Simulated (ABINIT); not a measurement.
# CdS (Hawleyite): bands and cutoff in G0W0 with ABINIT

What does each rung of G0W0 on CdS (Hawleyite) cost, and what does it buy?

Method: PBE and many-body steps on it, plane waves, in ABINIT 10.8.3.

### Step 1. Set-up

Symmetry: F-43m, No. 216, cubic system. Conventional cell: a = 5.833 Å, b = 5.833 Å, c = 5.833 Å, α = 90.00°, β = 90.00°, γ = 90.00°. Cd has 4 S at 2.53 Å nearest. S has 4 Cd at 2.53 Å nearest. Farther neighbours and most contacts between anions are not listed.

The cell and positions come from the Crystallography Open Database and are kept as given unless a step says otherwise.

### Step 2. Empty states on the mesh, 4×4×4 mesh, 667 bands

This step: ABINIT 10.8.3; DFT, PBE, plane waves, norm-conserving pseudopotentials.

The sums over transitions need many empty states on a uniform mesh; this step solves for them.

Input file run.abi:

```
acell 3*1.0 Angstrom
rprim 
  -0.000000000000 2.916500000000 2.916500000000
  2.916500000000 -0.000000000000 2.916500000000
  2.916500000000 2.916500000000 -0.000000000000
ntypat 2
znucl 48 16
natom 2
typat 1 2
xred 
  0.000000000000 0.000000000000 0.000000000000
  0.250000000000 0.250000000000 0.250000000000
pp_dirpath "pseudos"
pseudos "Cd.upf, S.upf"
ecut 47
ngkpt 4 4 4
nshiftk 1
shiftk 0 0 0
kptopt 1
chksymbreak 0
iscf -2
irdden 1
istwfk *1
nband 667
nbdbuf 60
tolwfr 1e-09
nstep 60
prtvol 0
indata_prefix "in"
outdata_prefix "out"
tmpdata_prefix "tmp"
```

Run with:

```
$ OMP_NUM_THREADS=1 mpirun -n 4 abinit run.abi > log
```

Numbers of over 12 decimals in the logs are rounded to 6 here.

The log of the run:

```text
.Version 10.8.3 of ABINIT. v10.8.2 released Aug 2026.

 Symmetries : space group F-4 3 m (#216); Bravais cF (face-center cubic)
[... echo of the input left out ...]
== DATASET  1 ==================================================================
-   mpi_nproc: 4, omp_nthreads: 1 (-1 if OMP is not activated)

--- !DatasetInfo
iteration_state: {dtset: 1, }
dimensions: {natom: 2, nkpt: 8, mband: 667, nsppol: 1, nspinor: 1, nspden: 1, mpw: 5180, }
cutoff_energies: {ecut:  47.0, pawecutdg:  -1.0, }
[...]
11.48557   11.48557   11.48558   11.50760   11.50760   11.51710   11.51710   11.51713
  11.61413   11.62458   11.62465   11.62507   11.70254   11.70352   11.70570   11.71683
  11.84553   11.84752   11.85835
 prteigrs : prtvol=0 or 1, do not print more k-points.

== END DATASET(S) ==============================================================
================================================================================

 -outvars: echo values of variables after computation  --------
            nband         667
             nkpt           8
          spgroup         216
 [... the other variables as echoed above ...]

 Calculation completed.
```

Wall time 16 min (4 MPI ranks of Arm Neoverse V1, shared host); peak memory 0.81 GiB; 63 min of CPU time.

Numbers from this step:

```yaml
gap: 1.145 eV
k_of_the_valence_top: 0, 0, 0
k_of_the_conduction_bottom: 0, 0, 0
least_direct_gap: 1.145 eV
k_points_computed: 8
lowest_point_of_the_top_converged_band_above_the_valence_top: 291.5920 eV
```

On this mesh the gap is 1.145 eV.

The density comes from a self-consistent run that is not shown.

### Step 3. Screening, 4×4×4 mesh, 87 bands, screening to 149.7 eV

The RPA dielectric matrix is built and inverted for each q.

This step: RPA screening on PBE, plane waves, norm-conserving pseudopotentials.

Changes to run.abi since step 2:

```diff
@@ -20,10 +20,11 @@
 chksymbreak 0
-iscf -2
-irdden 1
 istwfk *1
-nband 667
-nbdbuf 60
-tolwfr 1e-09
-nstep 60
-prtvol 0
+occopt 1
+irdwfk 1
+optdriver 3
+nband 87
+ecuteps 5.5
+inclvkb 2
+awtr 1
+symchi 1
 indata_prefix "in"
```

The log of the run:

```text
.Version 10.8.3 of ABINIT. v10.8.2 released Aug 2026.

 Symmetries : space group F-4 3 m (#216); Bravais cF (face-center cubic)
[... echo of the input left out ...]
== DATASET  1 ==================================================================
-   mpi_nproc: 4, omp_nthreads: 1 (-1 if OMP is not activated)

--- !DatasetInfo
iteration_state: {dtset: 1, }
dimensions: {natom: 2, nkpt: 8, mband: 87, nsppol: 1, nspinor: 1, nspden: 1, mpw: 5180, }
cutoff_energies: {ecut:  47.0, pawecutdg:  -1.0, }
electrons: {nelect:   2.60000000E+01, charge:   0.00000000E+00, occopt:   1.00000000E+00, tsmear:   1.00000000E-02, }

 SCREENING: Calculation of the susceptibility and dielectric matrices

 Based on a program developped by R.W. Godby, V. Olevano, G. Onida, and L. Reining.
 Incorporated in ABINIT by V. Olevano, G.-M. Rignanese, and M. Torrent.
.Using double precision arithmetic ; gwpc =  8

[... cell and pseudopotentials left out ...]
--------------------------------------------------------------------------------

 ==== K-mesh for the wavefunctions ====
 Number of points in the irreducible wedge :     8
[... list of points left out ...]
 Together with 24 symmetry operations and time-reversal symmetry
 yields    64 points in the full Brillouin Zone.

 ==== Q-mesh for the screening function ====
 Number of points in the irreducible wedge :     8
[... list of points left out ...]
 Together with 24 symmetry operations and time-reversal symmetry
 yields    64 points in the full Brillouin Zone.

 setmesh: FFT mesh size selected  =    36x   36x   36
          total number of points  =        46656

 vcoul_init : cutoff-mode = AUXILIARY_FUNCTION
 q-points for optical limit:   1
     1)      0.000010    0.000020    0.000030

- screening: taking advantage of time-reversal symmetry
- Maximum band index for partially occupied states nbvw = 13
- Remaining bands to be divided among processors   nbcw = 74
- Number of bands treated by each node ~18

 Number of electrons calculated from density =   26.0000; Expected =   26.0000
 average of density, n =  0.077653
 r_s =    1.4541
 omega_plasma =   26.8804 [eV]

 calculating chi0 at frequencies [eV] :
  1    0.000000E+00    0.000000E+00
  2    0.000000E+00    2.688042E+01

--------------------------------------------------------------------------------
  q-point number  1        q = ( 0.000000, 0.000000, 0.000000) [r.l.u.]
--------------------------------------------------------------------------------
[... chi0 elements left out ...]
 For q-point:  0.000010 0.000020 0.000030
  dielectric constant =  11.0692
  dielectric constant without local fields =  11.7706

  Average fulfillment of the sum rule on Im[epsilon] for q-point    1 :     56.84  [%]
[... wings left out ...]
  q-point number  2        q = ( 0.250000, 0.000000, 0.000000) [r.l.u.]
--------------------------------------------------------------------------------
[... chi0 elements left out ...]
  Average fulfillment of the sum rule on Im[epsilon] for q-point    2 :     70.59  [%]

 [... 6 further q-points ...]
```

Elapsed: 43 s, on 4 MPI ranks; peak memory 1.2 GiB; 2.8 min of CPU time.

Numbers from this step:

```
ε∞ with local fields, on this mesh, along the program's q direction : 11.07
the same without local fields                                       : 11.77
plasma frequency                                                    : 26.88 eV
plane waves in the screening matrix                                 : 181
```

Local fields lower ε∞ by 6 %. On a Γ-centred mesh this coarse the value itself is usually too large, while a short band sum pulls it down.

### Step 4. 87 bands, 149.7 eV

The self-energy is evaluated for the states that the input lists, and the levels follow from it, in one-shot runs by the linearised quasiparticle equation.

This step: G0W0 on PBE, plane waves, norm-conserving pseudopotentials.

Changes to run.abi since step 3:

```diff
@@ -23,8 +23,19 @@
 irdwfk 1
-optdriver 3
+optdriver 4
 nband 87
+gwcalctyp 0
+ecutsigx 47
+symsigma 1
+nkptgw 3
+kptgw 
+  0.0000000000 0.0000000000 0.0000000000
+  0.5000000000 0.0000000000 0.0000000000
+  0.5000000000 0.5000000000 0.0000000000
+bdgw 
+  11 17
+  12 16
+  12 15
 ecuteps 5.5
-inclvkb 2
-awtr 1
-symchi 1
+irdscr 1
+ppmodel 1
 indata_prefix "in"
```

The log of the run:

```text
.Version 10.8.3 of ABINIT. v10.8.2 released Aug 2026.

 Symmetries : space group F-4 3 m (#216); Bravais cF (face-center cubic)
[... echo of the input left out ...]
== DATASET  1 ==================================================================
-   mpi_nproc: 4, omp_nthreads: 1 (-1 if OMP is not activated)

--- !DatasetInfo
iteration_state: {dtset: 1, }
dimensions: {natom: 2, nkpt: 8, mband: 87, nsppol: 1, nspinor: 1, nspden: 1, mpw: 5180, }
cutoff_energies: {ecut:  47.0, pawecutdg:  -1.0, }
electrons: {nelect:   2.60000000E+01, charge:   0.00000000E+00, occopt:   1.00000000E+00, tsmear:   1.00000000E-02, }

 SIGMA: Calculation of the GW corrections

 Based on a program developped by R.W. Godby, V. Olevano, G. Onida, and L. Reining.
 Incorporated in ABINIT by V. Olevano, G.-M. Rignanese, and M. Torrent.
.Using double precision arithmetic ; gwpc =  8

[... cell and pseudopotentials left out ...]
--------------------------------------------------------------------------------

 ==== K-mesh for the wavefunctions ====
 Number of points in the irreducible wedge :     8
[... list of points left out ...]
 Together with 24 symmetry operations and time-reversal symmetry
 yields    64 points in the full Brillouin Zone.

 ==== Q-mesh for screening function ====
 Number of points in the irreducible wedge :     8
[... list of points left out ...]
 Together with 24 symmetry operations and time-reversal symmetry
 yields    64 points in the full Brillouin Zone.

 vcoul_init : cutoff-mode = AUXILIARY_FUNCTION
 q-points for optical limit:   1
     1)      0.000010    0.000020    0.000030
 setmesh: FFT mesh size selected  =    50x   50x   50
          total number of points  =       125000

 Number of electrons calculated from density =   26.0000; Expected =   26.0000
 average of density, n =  0.077653
 r_s =    1.4541
 omega_plasma =   26.8804 [eV]

 === KS Band Gaps ===
  >>>> For spin  1
   Minimum direct gap =   1.1447 [eV], located at k-point      :   0.0000  0.0000  0.0000
   Fundamental gap    =   1.1447 [eV], Top of valence bands at :   0.0000  0.0000  0.0000
                                       Bottom of conduction at :   0.0000  0.0000  0.0000
 SIGMA fundamental parameters:
 PLASMON POLE MODEL  1
 number of plane-waves for SigmaX                 5065
 number of plane-waves for SigmaC and W            181
 number of plane-waves for wavefunctions          5065
 number of bands                                    87
 number of independent spin polarizations            1
 number of spinorial components                      1
 number of k-points in IBZ                           8
 number of q-points in IBZ                           8
 number of symmetry operations                      24
 number of k-points in BZ                           64
 number of q-points in BZ                           64
 number of frequencies for dSigma/dE                 9
 frequency step for dSigma/dE [eV]                0.25
 number of omega for Sigma on real axis              0
 max omega for Sigma on real axis  [eV]           0.00
 zcut for avoiding poles [eV]                     0.10

 EPSILON^-1 parameters (SCR file):
 dimension of the eps^-1 matrix on file            181
 dimension of the eps^-1 matrix used               181
 number of plane-waves for wavefunctions          5065
 number of bands                                    87
 number of q-points in IBZ                           8
 number of frequencies                               2
 number of real frequencies                          1
 number of imag frequencies                          1

 matrix elements of self-energy operator (all in [eV])

 Perturbative Calculation

--- !SelfEnergy_ee
iteration_state: {dtset: 1, }
kpoint     : [   0.000,    0.000,    0.000, ]
spin       : 1
KS_gap     :    1.145
QP_gap     :    2.044
Delta_QP_KS:    0.900
data: !SigmaeeData |
     Band     E0 <VxcDFT>   SigX SigC(E0)      Z dSigC/dE  Sig(E)    E-E0       E
       11   4.366 -15.389 -18.420   2.241   0.782  -0.278 -16.006  -0.617   3.749
       12   4.366 -15.389 -18.420   2.241   0.782  -0.278 -16.006  -0.617   3.749
       13   4.366 -15.389 -18.420   2.241   0.782  -0.278 -16.006  -0.617   3.749
       14   5.511 -10.636  -6.668  -3.621   0.813  -0.230 -10.354   0.282   5.793
       15  10.897 -10.642  -5.801  -4.193   0.810  -0.235 -10.118   0.524  11.422
       16  10.897 -10.642  -5.801  -4.193   0.810  -0.235 -10.118   0.524  11.422
[...]
--- !SelfEnergy_ee
iteration_state: {dtset: 1, }
kpoint     : [   0.500,    0.000,    0.000, ]
spin       : 1
KS_gap     :    3.764
QP_gap     :    4.893
Delta_QP_KS:    1.128
data: !SigmaeeData |
     Band     E0 <VxcDFT>   SigX SigC(E0)      Z dSigC/dE  Sig(E)    E-E0       E
[...]
--- !SelfEnergy_ee
iteration_state: {dtset: 1, }
kpoint     : [   0.500,    0.500,    0.000, ]
spin       : 1
KS_gap     :    5.434
QP_gap     :    6.319
Delta_QP_KS:    0.885
data: !SigmaeeData |
     Band     E0 <VxcDFT>   SigX SigC(E0)      Z dSigC/dE  Sig(E)    E-E0       E
[...]
13   2.491 -12.927 -16.472   2.515   0.778  -0.286 -13.729  -0.802   1.689
       14   7.925  -9.286  -5.564  -3.621   0.824  -0.214  -9.203   0.083   8.008
       15   8.721 -11.929  -7.392  -3.871   0.809  -0.236 -11.390   0.538   9.259

== END DATASET(S) ==============================================================
================================================================================

 -outvars: echo values of variables after computation  --------
           etotal      0.0000000000E+00
            nband          87
             nkpt           8
          spgroup         216
 [... the other variables as echoed above ...]

 Calculation completed.
```

It took 12 s on 4 MPI ranks; peak memory 1.1 GiB.

Numbers from this step:

```yaml
g0w0_gap_on_the_points_computed: 2.044 eV
starting_gap_on_the_mesh: 1.145 eV
k_of_the_valence_top: 0, 0, 0
k_of_the_conduction_bottom: 0, 0, 0
z_at_the_valence_top: 0.782
z_at_the_conduction_bottom: 0.813
least_direct_g0w0_gap_on_the_computed_points: 2.044 eV
```

The gap on the mesh goes from 1.14 eV to 2.04 eV, a correction of +0.90 eV.

### Step 5. Screening, 4×4×4 mesh, 130 bands, screening to 203.5 eV

This step: RPA screening on PBE, plane waves, norm-conserving pseudopotentials.

Changes to run.abi since step 4:

```diff
@@ -23,19 +23,8 @@
 irdwfk 1
-optdriver 4
-nband 87
-gwcalctyp 0
-ecutsigx 47
-symsigma 1
-nkptgw 3
-kptgw 
-  0.0000000000 0.0000000000 0.0000000000
-  0.5000000000 0.0000000000 0.0000000000
-  0.5000000000 0.5000000000 0.0000000000
-bdgw 
-  11 17
-  12 16
-  12 15
-ecuteps 5.5
-irdscr 1
-ppmodel 1
+optdriver 3
+nband 130
+ecuteps 7.48
+inclvkb 2
+awtr 1
+symchi 1
 indata_prefix "in"
```

The log of the run:

```text
.Version 10.8.3 of ABINIT. v10.8.2 released Aug 2026.

 Symmetries : space group F-4 3 m (#216); Bravais cF (face-center cubic)
[... echo of the input left out ...]
== DATASET  1 ==================================================================
-   mpi_nproc: 4, omp_nthreads: 1 (-1 if OMP is not activated)

--- !DatasetInfo
iteration_state: {dtset: 1, }
dimensions: {natom: 2, nkpt: 8, mband: 130, nsppol: 1, nspinor: 1, nspden: 1, mpw: 5180, }
cutoff_energies: {ecut:  47.0, pawecutdg:  -1.0, }
electrons: {nelect:   2.60000000E+01, charge:   0.00000000E+00, occopt:   1.00000000E+00, tsmear:   1.00000000E-02, }

 SCREENING: Calculation of the susceptibility and dielectric matrices

 Based on a program developped by R.W. Godby, V. Olevano, G. Onida, and L. Reining.
 Incorporated in ABINIT by V. Olevano, G.-M. Rignanese, and M. Torrent.
.Using double precision arithmetic ; gwpc =  8

[... cell and pseudopotentials left out ...]
--------------------------------------------------------------------------------

 ==== K-mesh for the wavefunctions ====
 Number of points in the irreducible wedge :     8
[... list of points left out ...]
 Together with 24 symmetry operations and time-reversal symmetry
 yields    64 points in the full Brillouin Zone.

 ==== Q-mesh for the screening function ====
 Number of points in the irreducible wedge :     8
[... list of points left out ...]
 Together with 24 symmetry operations and time-reversal symmetry
 yields    64 points in the full Brillouin Zone.

 setmesh: FFT mesh size selected  =    36x   36x   36
          total number of points  =        46656

 vcoul_init : cutoff-mode = AUXILIARY_FUNCTION
 q-points for optical limit:   1
     1)      0.000010    0.000020    0.000030

- screening: taking advantage of time-reversal symmetry
- Maximum band index for partially occupied states nbvw = 13
- Remaining bands to be divided among processors   nbcw = 117
- Number of bands treated by each node ~29

 Number of electrons calculated from density =   26.0000; Expected =   26.0000
 average of density, n =  0.077653
 r_s =    1.4541
 omega_plasma =   26.8804 [eV]

 calculating chi0 at frequencies [eV] :
  1    0.000000E+00    0.000000E+00
  2    0.000000E+00    2.688042E+01

--------------------------------------------------------------------------------
  q-point number  1        q = ( 0.000000, 0.000000, 0.000000) [r.l.u.]
--------------------------------------------------------------------------------
[... chi0 elements left out ...]
 For q-point:  0.000010 0.000020 0.000030
  dielectric constant =  11.0670
  dielectric constant without local fields =  11.7785

  Average fulfillment of the sum rule on Im[epsilon] for q-point    1 :     69.21  [%]
[... wings left out ...]
  q-point number  2        q = ( 0.250000, 0.000000, 0.000000) [r.l.u.]
--------------------------------------------------------------------------------
[... chi0 elements left out ...]
  Average fulfillment of the sum rule on Im[epsilon] for q-point    2 :     80.36  [%]

 [... 6 further q-points ...]
```

Run time: 83 s. Hardware: 4 MPI ranks; peak memory 1.5 GiB.

Numbers from this step:

- ε∞ with local fields, on this mesh, along the program's q direction: 11.07
- the same without local fields: 11.78
- plasma frequency: 26.88 eV
- plane waves in the screening matrix: 331

[end of part 1 of 2]

[Paths, hosts, dates, memory and timing lines, banners, echoed tables and standing remarks are left out of the program output.]

[Logs are printed without paths, hosts, clocks, repeated set-up lines and the standing remarks that a program may print on its own settings, such as how far it seeks lower states.]

[Runs of the session that timed out or met a known fault of the program may be left out.]

[Hosts, paths, dates, database ids (printed as entryN), source tags and the programs' standing remarks are cut or masked in the printed files.]

[G0W0 gaps are taken among the corrected bands and points alone; a level outside them can change the order at an edge.]

[Where Ansatz stands beside ABINIT at settings called matched, ABINIT's density can come from a denser mesh and the files from another edition; pairs whose starting gaps differed by over 0.03 eV were left out, so agreement reads better than it is.]
